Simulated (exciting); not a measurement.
# Sn (Fd-3m) in exciting: a series of runs

One crystal, Sn, is run at these levels: PBE, LDA; tasks: band structure.

All numbers are computed with exciting (release sodium); they aren't measurements. Logs are shortened: lines on timing, memory, paths and dates and some standing lists are left out, and cuts for length are marked.

## Step 1: The crystal as given

It takes space group Fd-3m (No. 227, cubic). The conventional cell has a = 6.467 Å, b = 6.467 Å, c = 6.467 Å, α = 90.00°, β = 90.00°, γ = 90.00°. Sn (site symmetry -43m) has 4 Sn at 2.80 Å as nearest neighbours.

This isn't the form of Sn at room conditions, which is tetragonal (white tin).

## Step 2: Band structure, PBE

File input.xml:

```xml
<input>
  <title>Sn</title>
  <structure speciespath="./" tshift="false">
    <crystal scale="1">
      <basevect>0.000000000000 6.110132359031 6.110132359031</basevect>
      <basevect>6.110132359031 0.000000000000 6.110132359031</basevect>
      <basevect>6.110132359031 6.110132359031 0.000000000000</basevect>
    </crystal>
    <species speciesfile="Sn.xml" rmt="2.3">
      <atom coord="0.750000000000 0.750000000000 0.750000000000"/>
      <atom coord="0.500000000000 0.500000000000 0.500000000000"/>
    </species>
  </structure>
  <groundstate do="fromscratch" ngridk="7 7 7" rgkmax="9" gmaxvr="14" lmaxapw="10" lmaxmat="10" lmaxvr="8" xctype="GGA_PBE" stype="Fermi Dirac" swidth="0.00183747" nempty="10" ValenceRelativity="iora*" epsengy="1e-05" epspot="1e-05" maxscl="60" outputlevel="low"/>
  <properties>
    <bandstructure>
      <plot1d>
        <path steps="80">
          <point coord="0 0 0" label="G"/>
          <point coord="0.5 0 0.5" label="X"/>
          <point coord="0.5 0.25 0.75" label="W"/>
          <point coord="0.375 0.375 0.75" label="K"/>
          <point coord="0 0 0" label="G"/>
          <point coord="0.5 0.5 0.5" label="L"/>
          <point coord="0.625 0.25 0.625" label="U"/>
          <point coord="0.5 0.25 0.75" label="W"/>
          <point coord="0.5 0.5 0.5" label="L"/>
          <point coord="0.375 0.375 0.75" label="K" breakafter="true"/>
          <point coord="0.625 0.25 0.625" label="U"/>
          <point coord="0.5 0 0.5" label="X"/>
        </path>
      </plot1d>
    </bandstructure>
    <dos nwdos="300" winddos="-0.6 0.5" inttype="tetra" ngrdos="100" nsmdos="0"/>
  </properties>
</input>
```

Potentials or basis: all-electron LAPW+lo, shipped species files, valence relativity iora*.

The run is started by

```bash
> OMP_NUM_THREADS=1 exciting_smp
```

INFO.OUT:

```text
================================================================================
EXCITING SODIUM started
All units are atomic (Hartree, Bohr, etc.)
================================================================================

********************************************************************************
* Ground-state run starting from atomic densities                              *
********************************************************************************

++++++++++++++++++++++++++++++++++++++++++++++++++++++++++++++++++++++++++++++++
+ Starting initialization                                                      +
++++++++++++++++++++++++++++++++++++++++++++++++++++++++++++++++++++++++++++++++

 Lattice vectors (cartesian) :
      0.0000000000      6.1101323590      6.1101323590
      6.1101323590      0.0000000000      6.1101323590
      6.1101323590      6.1101323590      0.0000000000

 Reciprocal lattice vectors (cartesian) :
     -0.5141611456      0.5141611456      0.5141611456
      0.5141611456     -0.5141611456      0.5141611456
      0.5141611456      0.5141611456     -0.5141611456

 Unit cell volume                           :     456.2279100857
 Brillouin zone volume                      :       0.5436980245

 Species :    1 (Sn)
     parameters loaded from                 :    Sn.xml
     name                                   :    tin

     atomic positions (lattice) :
       1 :   0.75000000  0.75000000  0.75000000
       2 :   0.50000000  0.50000000  0.50000000

 Total number of atoms per unit cell        :       2

 Spin treatment                             :    spin-unpolarised

 Number of Bravais lattice symmetries       :      48
 Number of crystal symmetries               :      24

 k-point grid                               :       7    7    7
 Total number of k-points                   :      30
 k-point set is reduced with crystal symmetries

 R^MT_min * |G+k|_max (rgkmax)              :       9.00000000

 G-vector grid sizes                        :      40    40    40
 Total number of G-vectors                  :   21187

 Total nuclear charge                       :    -100.00000000
 Total electronic charge                    :     100.00000000

 Number of empty states                     :      10
 Total number of valence states             :      31

 Exchange-correlation type                  :      20
     Perdew-Burke-Ernzerhof, Phys. Rev. Lett. 77, 3865 (1996)
     Generalised gradient approximation (GGA)

 Smearing scheme                            :    Fermi-Dirac
 Smearing width                             :       0.00183747

++++++++++++++++++++++++++++++++++++++++++++++++++++++++++++++++++++++++++++++++
+ Ending initialization                                                        +
++++++++++++++++++++++++++++++++++++++++++++++++++++++++++++++++++++++++++++++++

********************************************************************************
* Groundstate module started                                                   *
********************************************************************************
 Output level for this task is set to low

++++++++++++++++++++++++++++++++++++++++++++++++++++++++++++++++++++++++++++++++
+ Self-consistent loop started                                                 +
++++++++++++++++++++++++++++++++++++++++++++++++++++++++++++++++++++++++++++++++
 Density and potential initialised from atomic data

++++++++++++++++++++++++++++++++++++++++++++++++++++++++++++++++++++++++++++++++
+ SCF iteration number :    1                                                  +
++++++++++++++++++++++++++++++++++++++++++++++++++++++++++++++++++++++++++++++++
 Total energy                               :    -12357.20006864
 _______________________________________________________________
 Fermi energy                               :         0.18042173
 DOS at Fermi energy (states/Ha/cell)       :         5.57407874
 Electron charge: Core leakage              :         0.00080049

++++++++++++++++++++++++++++++++++++++++++++++++++++++++++++++++++++++++++++++++
+ SCF iteration number :    2                                                  +
++++++++++++++++++++++++++++++++++++++++++++++++++++++++++++++++++++++++++++++++
 Total energy                               :    -12357.86624544
 _______________________________________________________________
 Fermi energy                               :         0.18088569
 DOS at Fermi energy (states/Ha/cell)       :         5.63649655
 Electron charge: Core leakage              :         0.00079678

 RMS change in effective potential (target) :  0.302549E-01  ( 0.100000E-04)
 Absolute change in total energy   (target) :  0.666177      ( 0.100000E-04)
 Charge distance                   (target) :  0.495556E-03  ( 0.100000E-04)

++++++++++++++++++++++++++++++++++++++++++++++++++++++++++++++++++++++++++++++++
+ SCF iteration number :    3                                                  +
++++++++++++++++++++++++++++++++++++++++++++++++++++++++++++++++++++++++++++++++
 Total energy                               :    -12358.24515826
 _______________________________________________________________
 Fermi energy                               :         0.18124901
 DOS at Fermi energy (states/Ha/cell)       :         5.67213136
 Electron charge: Core leakage              :         0.00079442

 RMS change in effective potential (target) :  0.226681E-01  ( 0.100000E-04)
 Absolute change in total energy   (target) :  0.378913      ( 0.100000E-04)
 Charge distance                   (target) :  0.390762E-03  ( 0.100000E-04)

++++++++++++++++++++++++++++++++++++++++++++++++++++++++++++++++++++++++++++++++
+ SCF iteration number :    4                                                  +
++++++++++++++++++++++++++++++++++++++++++++++++++++++++++++++++++++++++++++++++
 Total energy                               :    -12356.53660034
 _______________________________________________________________
 Fermi energy                               :         0.18142091
 DOS at Fermi energy (states/Ha/cell)       :         5.66589860
 Electron charge: Core leakage              :         0.00079482

 RMS change in effective potential (target) :  0.651789E-02  ( 0.100000E-04)
 Absolute change in total energy   (target) :   1.70856      ( 0.100000E-04)
 Charge distance                   (target) :  0.702892E-03  ( 0.100000E-04)
[... 88 lines left out ...]
 RMS change in effective potential (target) :  0.138455E-07  ( 0.100000E-04)
 Absolute change in total energy   (target) :  0.708251E-04  ( 0.100000E-04)
 Charge distance                   (target) :  0.225865E-07  ( 0.100000E-04)

++++++++++++++++++++++++++++++++++++++++++++++++++++++++++++++++++++++++++++++++
+ SCF iteration number :   12                                                  +
++++++++++++++++++++++++++++++++++++++++++++++++++++++++++++++++++++++++++++++++
 Total energy                               :    -12358.16947283
 _______________________________________________________________
 Fermi energy                               :         0.18160109
 DOS at Fermi energy (states/Ha/cell)       :         5.68696510
 Electron charge: Core leakage              :         0.00079091

 RMS change in effective potential (target) :  0.901807E-08  ( 0.100000E-04)
 Absolute change in total energy   (target) :  0.219093E-05  ( 0.100000E-04)
 Charge distance                   (target) :  0.257807E-08  ( 0.100000E-04)

++++++++++++++++++++++++++++++++++++++++++++++++++++++++++++++++++++++++++++++++
+ SCF iteration number :   13                                                  +
++++++++++++++++++++++++++++++++++++++++++++++++++++++++++++++++++++++++++++++++
 Total energy                               :    -12358.16947210
 _______________________________________________________________
 Fermi energy                               :         0.18160109
 DOS at Fermi energy (states/Ha/cell)       :         5.68696551
 Electron charge: Core leakage              :         0.00079091

 RMS change in effective potential (target) :  0.705360E-08  ( 0.100000E-04)
 Absolute change in total energy   (target) :  0.725706E-06  ( 0.100000E-04)
 Charge distance                   (target) :  0.950558E-09  ( 0.100000E-04)

++++++++++++++++++++++++++++++++++++++++++++++++++++++++++++++++++++++++++++++++
| Convergency criteria checked for the last 2 iterations                       +
| Convergence targets achieved. Performing final SCF iteration                 +
++++++++++++++++++++++++++++++++++++++++++++++++++++++++++++++++++++++++++++++++
 Total energy                               :    -12358.16947644
 _______________________________________________________________
 Fermi energy                               :         0.18160108
 DOS at Fermi energy (states/Ha/cell)       :         5.68696414
 Electron charge: Core leakage              :         0.00079091

++++++++++++++++++++++++++++++++++++++++++++++++++++++++++++++++++++++++++++++++
+ Self-consistent loop stopped                                                 +
++++++++++++++++++++++++++++++++++++++++++++++++++++++++++++++++++++++++++++++++
 STATE.OUT is written

********************************************************************************
* Groundstate module stopped                                                   *
********************************************************************************

================================================================================
| EXCITING SODIUM stopped                                                      =
================================================================================
```

Wall time 2.4 min (1 thread of Arm Neoverse V2, shared host); peak memory 0.15 GiB.

What came out:

- Free energy: -336282.9247 eV
- Band gap on the k mesh: none (metal or under the smearing width)

Levels at the corners of the path, in eV from the Fermi level:
| point | band 16 | band 17 | band 18 | band 19 | band 20 | band 21 | band 22 | band 23 | band 24 | band 25 |
| --- | --- | --- | --- | --- | --- | --- | --- | --- | --- | --- |
| Γ | -21.30 | -10.66 | -0.55 | 0.10 | 0.10 | 0.10 | 2.18 | 2.18 | 2.18 | 5.06 |
| X | -21.23 | -7.53 | -7.53 | -2.48 | -2.48 | 0.83 | 0.83 | 7.80 | 7.80 | 9.42 |
| W | -21.21 | -7.47 | -7.47 | -3.07 | -3.07 | 3.47 | 3.47 | 4.07 | 4.07 | 9.15 |
| K | -21.21 | -7.94 | -7.04 | -3.40 | -2.12 | 1.12 | 3.40 | 5.82 | 6.06 | 6.85 |
| Γ | -21.30 | -10.66 | -0.55 | 0.10 | 0.10 | 0.10 | 2.18 | 2.18 | 2.18 | 5.06 |
| L | -21.25 | -9.02 | -6.32 | -1.12 | -1.12 | 0.03 | 3.26 | 3.26 | 5.67 | 8.59 |
| U | -21.21 | -7.94 | -7.04 | -3.40 | -2.12 | 1.12 | 3.40 | 5.82 | 6.06 | 6.85 |
| W | -21.21 | -7.47 | -7.47 | -3.07 | -3.07 | 3.47 | 3.47 | 4.07 | 4.07 | 9.15 |
| L | -21.25 | -9.02 | -6.32 | -1.12 | -1.12 | 0.03 | 3.26 | 3.26 | 5.67 | 8.59 |
| K | -21.21 | -7.94 | -7.04 | -3.40 | -2.12 | 1.12 | 3.40 | 5.82 | 6.06 | 6.85 |
| U | -21.21 | -7.94 | -7.04 | -3.40 | -2.12 | 1.12 | 3.40 | 5.82 | 6.06 | 6.85 |
| X | -21.23 | -7.53 | -7.53 | -2.48 | -2.48 | 0.83 | 0.83 | 7.80 | 7.80 | 9.42 |

States per cell in windows of 1 eV (zero at the Fermi level; states under -8 eV left out):
```csv
from (eV),total
-8.0,0.29
-7.0,0.90
-6.0,0.48
-5.0,0.24
-4.0,0.76
-3.0,1.63
-2.0,1.44
-1.0,0.36
0.0,0.34
1.0,1.57
2.0,1.22
3.0,1.64
4.0,1.55
5.0,1.30
6.0,1.20
7.0,1.89
```

Caveat: the log's total energy holds no entropy term; the free energy is that total less TS from the occupations; the tetrahedron DOS on this energy grid can lose part of the weight of narrow d or f bands; spin-orbit coupling is left out, which moves the levels of the heavy elements.

## Step 3: Band structure, PBE, spin-orbit coupling, no magnetisation

Edit input.xml of step 2 so:

```diff
@@ -13,3 +13,5 @@
   </structure>
-  <groundstate do="fromscratch" ngridk="7 7 7" rgkmax="9" gmaxvr="14" lmaxapw="10" lmaxmat="10" lmaxvr="8" xctype="GGA_PBE" stype="Fermi Dirac" swidth="0.00183747" nempty="10" ValenceRelativity="iora*" epsengy="1e-05" epspot="1e-05" maxscl="60" outputlevel="low"/>
+  <groundstate do="fromscratch" ngridk="5 5 5" rgkmax="9" gmaxvr="14" lmaxapw="10" lmaxmat="10" lmaxvr="8" xctype="GGA_PBE" stype="Fermi Dirac" swidth="0.00183747" nempty="20" ValenceRelativity="iora*" epsengy="1e-05" epspot="1e-05" maxscl="60" outputlevel="normal">
+    <spin spinorb="true"/>
+  </groundstate>
   <properties>
@@ -33,3 +35,3 @@
     </bandstructure>
-    <dos nwdos="300" winddos="-0.6 0.5" inttype="tetra" ngrdos="100" nsmdos="0"/>
+    <dos nwdos="300" winddos="-0.6 0.5" inttype="tetra" ngrdos="100" nsmdos="2"/>
   </properties>
```

Potentials or basis: all-electron LAPW+lo, shipped species files, valence relativity iora*.

The run is started by

```bash
> OMP_NUM_THREADS=1 exciting_smp
```

Run time: 2.8 min. Hardware: 1 thread of Arm Neoverse V2, shared host; peak memory 0.21 GiB.

Results (log left out):

```
Band gap on the k mesh                            : none (metal or under the smearing width)
All electrons inside the program's atomic spheres : Sn 47.44 (radii Sn 2.3 bohr)
```

Levels at the corners of the path, in eV from the Fermi level:
| point | band 37 | band 38 | band 39 | band 40 | band 41 | band 42 | band 43 | band 44 |
| --- | --- | --- | --- | --- | --- | --- | --- | --- |
| Γ | -0.31 | -0.31 | 0.33 | 0.33 | 0.33 | 0.33 | 1.89 | 1.89 |
| X | -2.48 | -2.48 | -2.48 | -2.48 | 0.84 | 0.84 | 0.84 | 0.84 |
| W | -3.14 | -3.14 | -2.98 | -2.98 | 3.32 | 3.32 | 3.61 | 3.61 |
| K | -3.40 | -3.40 | -2.11 | -2.11 | 1.12 | 1.12 | 3.40 | 3.40 |
| Γ | -0.31 | -0.31 | 0.33 | 0.33 | 0.33 | 0.33 | 1.89 | 1.89 |
| L | -1.31 | -1.31 | -0.91 | -0.91 | 0.03 | 0.03 | 3.16 | 3.16 |
| U | -3.40 | -3.40 | -2.11 | -2.11 | 1.12 | 1.12 | 3.40 | 3.40 |
| W | -3.14 | -3.14 | -2.98 | -2.98 | 3.32 | 3.32 | 3.61 | 3.61 |
| L | -1.31 | -1.31 | -0.91 | -0.91 | 0.03 | 0.03 | 3.16 | 3.16 |
| K | -3.40 | -3.40 | -2.11 | -2.11 | 1.12 | 1.12 | 3.40 | 3.40 |
| U | -3.40 | -3.40 | -2.11 | -2.11 | 1.12 | 1.12 | 3.40 | 3.40 |
| X | -2.48 | -2.48 | -2.48 | -2.48 | 0.84 | 0.84 | 0.84 | 0.84 |

States per cell in windows of 1 eV (zero at the Fermi level; states under -8 eV left out):
```tsv
from (eV)	total
-8.0	0.21
-7.0	0.93
-6.0	0.50
-5.0	0.23
-4.0	0.74
-3.0	1.64
-2.0	1.32
-1.0	0.44
0.0	0.50
1.0	1.29
2.0	1.32
3.0	1.95
4.0	1.22
5.0	1.11
6.0	1.26
7.0	2.44
```

Caveat: total energies with spin-orbit coupling aren't reliable in this program, so none is listed and the log's shouldn't be used; the tetrahedron DOS on this energy grid can lose part of the weight of narrow d or f bands.

(Continued in part 2 of 2.)
